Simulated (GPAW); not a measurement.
Crystal: LiCl.

```
CELL_PARAMETERS angstrom
0.00000 2.56477 2.56477
2.56477 0.00000 2.56477
2.56477 2.56477 0.00000
ATOMIC_POSITIONS crystal
Cl 0.50000 0.50000 0.50000
Li 0.00000 0.00000 0.00000
```

Base run:

```yaml
Program: GPAW 26.7.0
Functional: BLYP
Potentials_or_basis: PAW data sets generated in the run's folder for this functional
Cutoff: 800 eV
Basis: pw
k_mesh: 9 × 9 × 9
Occupations: fermi-dirac, width 0.05 eV
Spin: no spin polarisation
```

Its results: band gap on the k mesh 6.47 eV, direct; pressure 1.7 GPa.

Q: The run is repeated on the same cell with these changes: functional from BLYP to revPBE; potentials or basis from PAW data sets generated in the run's folder for this functional to the program's PAW data sets (release 1.2.1) made for this functional. What comes out?

A: Band gap on the k mesh 6.52 eV, direct; pressure 2.2 GPa.
